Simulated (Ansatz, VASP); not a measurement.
## Two plane-wave programs on MgO

The input POSCAR:

```
MgO
1.0
    3.2855864084      0.0000000000      0.0000000000
   -1.6427931992      2.8454012924      0.0000000000
    0.0000000000      0.0000000000      4.9494385035
Mg O
2 2
Direct
    0.3333333333      0.6666666667      0.0021597400
    0.6666666667      0.3333333333      0.5021597400
    0.3333333333      0.6666666667      0.4024402600
    0.6666666667      0.3333333333      0.9024402600
```

Contents of INCAR.step1:

```
SYSTEM = MgO
  PREC = Accurate
  ENCUT = 520
  ISMEAR = 0
  SIGMA = 0.01
  LREAL = .FALSE.
  LASPH = .TRUE.
  NELM = 100
  NBANDS = 16
  GGA = PE
  ALGO = Normal
  EDIFF = 1E-4
  LWAVE = .TRUE.
  LCHARG = .FALSE.
```

INCAR.step2

```
SYSTEM = MgO
  PREC = Accurate
  ENCUT = 520
  EDIFF = 1E-6
  ISMEAR = 0
  SIGMA = 0.01
  LREAL = .FALSE.
  LASPH = .TRUE.
  NELM = 100
  ALGO = Normal
  ISIF = 2
  LWAVE = .FALSE.
  LCHARG = .FALSE.
  METAGGA = R2SCAN
  LMIXTAU = .TRUE.
  NBANDS = 16
  ISTART = 1
```

File KPOINTS:

```
Automatic mesh
0
G
  6 6 4
  0 0 0
```

Input for Ansatz:

```yaml
crystal:
  lattice:
    - [3.285586408399012, 0.0, 0.0]
    - [-1.6427931992330642, 2.845401292379237, 0.0]
    - [0.0, 0.0, 4.949438503478899]
  atoms:
    - { symbol: Mg, position: [0.3333333333333333, 0.6666666666666666, 0.00215974] }
    - { symbol: Mg, position: [0.6666666666666666, 0.3333333333333333, 0.50215974] }
    - { symbol: O, position: [0.3333333333333333, 0.6666666666666666, 0.40244026] }
    - { symbol: O, position: [0.6666666666666666, 0.3333333333333333, 0.90244026] }
accuracy: low
basis:
  ecutwfc: 750.0
kpoints:
  mp_grid:
    grid: [6, 6, 4]
hamiltonian:
  xc: r2scan
  pseudopotentials:
    kind: paw
scf:
  max_iter: 60
  algorithm: direct_min
  convergence:
    dr2_threshold: 1.0e-08
  occupations:
    method: fixed
  initial_density:
    normalization: cell
```

Measurements of this composition are mostly on another form, of space group No. 225.

Alike in both runs: task single point; functional r2SCAN; k mesh 6 × 6 × 4; no spin polarisation.

|  | VASP | Ansatz |
| --- | --- | --- |
| version | VASP 6.6.1 | Ansatz 0.2.0 |
| potentials or method | VASP PAW PBE potentials, release 64 (Mg, O) | plane waves, PAW |
| plane-wave cutoff (eV) | 520 | 750 |
| occupations | gaussian, width 0.01 eV | fixed |
| valence electrons in the cell | 16 | 32 |

|  | VASP | Ansatz | Ansatz less VASP |
| --- | --- | --- | --- |
| gap on the k mesh at the Fermi level (eV) | 4.25 | 4.26 | +0.015 |

The two sets of potentials don't hold the same shells in valence.

Caveats: the PAW data sets were made with another functional, which shifts forces and pressure a little (VASP). r2SCAN opens gaps a little over a GGA but as a rule still falls short of measured ones.
